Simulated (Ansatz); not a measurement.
# ZnO: start and end of a relaxation

Recipe of this trial structure of ZnO: 4-connected net, two elements alternating (P4_322, No. 95). Lengths were set from tabulated atomic sizes, so they are only a guess.

start.cif

```cif
data_structure
_symmetry_space_group_name_H-M 'P4_322'
_symmetry_Int_Tables_number 95
_cell_length_a 3.2060
_cell_length_b 3.2060
_cell_length_c 6.3944
_cell_angle_alpha 90.000
_cell_angle_beta 90.000
_cell_angle_gamma 90.000
_cell_volume 65.72
loop_
_atom_site_label
_atom_site_type_symbol
_atom_site_symmetry_multiplicity
_atom_site_Wyckoff_symbol
_atom_site_fract_x
_atom_site_fract_y
_atom_site_fract_z
_atom_site_occupancy
Zn1 Zn 4 b 0.11138 0.50000 0.25000 1
O1 O 4 a 0.00000 0.61138 0.50000 1
```

Computed with Ansatz, DFT PBE, scalar-relativistic, plane waves, PAW. Cutoff 420 eV, Gaussian smearing, Γ-centred meshes. Cell and atoms relax first on a coarse mesh and then on a converged one. In between, the cell is made exact in the group found at 0.06 Å. The steps can't lower the symmetry of their start. No spin polarisation.

end.cif

```cif
data_structure
_symmetry_space_group_name_H-M 'Fm-3m'
_symmetry_Int_Tables_number 225
_cell_length_a 4.3297
_cell_length_b 4.3297
_cell_length_c 4.3297
_cell_angle_alpha 90.000
_cell_angle_beta 90.000
_cell_angle_gamma 90.000
_cell_volume 81.17
loop_
_atom_site_label
_atom_site_type_symbol
_atom_site_symmetry_multiplicity
_atom_site_Wyckoff_symbol
_atom_site_fract_x
_atom_site_fract_y
_atom_site_fract_z
_atom_site_occupancy
Zn1 Zn 4 a 0.00000 0.00000 0.00000 1
O1 O 4 b 0.50000 0.00000 0.00000 1
```

The symmetry goes from P4_322 (No. 95) to Fm-3m (No. 225), and the primitive cell from 8 to 2 atoms. The end has the rock salt type. The volume per atom grows by 23.5 %, from 8.2 to 10.1 Å³. The shortest distance goes from 1.68 Å (Zn–O) to 2.16 Å (Zn–O). The energy falls by about 1.4 eV/atom (the start's value is from the coarse mesh). The end is written in a standard setting, so origin, axes and order of atoms can differ from the start's.

```json
{
  "Volume per atom": "10.15 Å³",
  "Density": "6.66 g/cm³",
  "Formation energy": "−1.271 eV/atom",
  "Gap on the 12×12×12 mesh of the 2-atom cell": "0.75 eV"
}
```

Formation energies are uncorrected and refer to the elements' standard structures at the same level (O₂ as a molecule). It lies below the elements, which doesn't yet make it stable against other compounds or structures.

The last run used Gaussian smearing of 0.02 eV. Kohn–Sham gaps at this level usually fall short of measured ones. A structure relaxed within its symmetry needn't be a true minimum. In all, the 3 runs took 2.4 min on 1 thread of Arm Neoverse V2, on a shared host.
